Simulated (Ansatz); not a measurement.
TiO: pressure against volume

TiO, P-6m2, a = 2.804 Å, c = 2.819 Å. This isn't the usual stable structure of the compound. Ansatz: r2SCAN, PAW, 500 eV, Γ-centred 18×18×14 mesh on 2 atoms, Gaussian smearing 0.10 eV; no spin polarisation. Shape and atoms are relaxed at each volume; pressure is positive in compression.

```
V (Å³/atom) P (GPa)
      9.017    17.87
      9.305     8.21
      9.593    -0.02
      9.881        ?
     10.169   -13.03
```

Take V0 = 9.593 Å³/atom, count pressures from its P0 = -0.02 GPa, fit the third-order Birch–Murnaghan form to the other rows, and predict the missing pressure.

With the Eulerian strain f = ½[(V0/V)^(2/3) − 1] and y = (P − P0)/[3f(1 + 2f)^(5/2)], the form is the line y = B0 + 1.5 B0 (B0′ − 4) f. Rows (f, y): 0.02107, 255.3; 0.01026, 254.1; -0.01906, 250.7. Means f = 0.004090, y = 253.37; Σ(Δf)² = 0.0008623, ΣΔfΔy = 0.09909; the slope is their ratio. y = 252.9 + 114.9 f GPa, so B0 = 252.9 GPa and B0′ = 4 + 2 × (114.9)/(3 × 252.9) = 4.30. At V = 9.881, f = -0.00976, y = 251.78 and P = -7.04 GPa. The run gave -7.05 GPa, so the fit is 0.01 GPa too high, a small miss on the scale of the series.

Spin polarisation was left out, and a magnetic state may lie lower.